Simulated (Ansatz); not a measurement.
**ZrSi$_{2}$: generalised stacking fault**

Computed with Ansatz, DFT PBEsol, scalar-relativistic, plane waves, PAW. Settings: plane waves to 420 eV, k-mesh 13×13×4 (Γ-centred), Gaussian smearing 0.15 eV. No spin polarisation. Energies are free energies at this smearing, counted from the undisturbed cell; pressure is positive in compression.

The starting cell (relaxed at this level; it needn't be the usual structure):

```xyz
12
Lattice="-3.6743 0.0000 0.0000 0.0000 0.0000 -3.6568 0.0000 -14.5659 0.0000" Properties=species:S:1:pos:R:3 pbc="T T T"
Zr    0.0000   -5.7576   -0.9142
Zr   -1.8371  -13.0406   -0.9142
Zr    0.0000   -8.8082   -2.7426
Zr   -1.8371   -1.5253   -2.7426
Si    0.0000   -0.7860   -0.9142
Si   -1.8371   -8.0689   -0.9142
Si    0.0000  -13.7799   -2.7426
Si   -1.8371   -6.4970   -2.7426
Si    0.0000  -10.9278   -0.9142
Si   -1.8371   -3.6448   -0.9142
Si    0.0000   -3.6381   -2.7426
Si   -1.8371  -10.9210   -2.7426
```

The cut lies on the cell's a–b face, a (0 -1 0) plane (indices in the standard cell, whose axes needn't be the Cartesian ones shown) of area 13.44 Å², between layers 1.57 Å apart. Vector c is tilted by f times 1·a − 1·b (length 5.184 Å) with the atoms' Cartesian places fixed: one unrelaxed fault a cell. The cell is metallic on the mesh throughout.

```csv
f,γ (mJ/m²),"shear traction, the slope of γ along the slip (GPa)"
0.0000,0,0.0
0.1667,1777,30.5
0.3333,?,?
0.5000,11,0.0
```

**Question.** Give the withheld values.

**Answer.** γ (mJ/m²) at f = 0.3333: 1774; shear traction, the slope of γ along the slip (GPa) at f = 0.3333: -30.6.

Cost: 4 runs of about 7.4 core-minutes in all, on Intel Xeon 6975P-C (Granite Rapids) (shared hosts).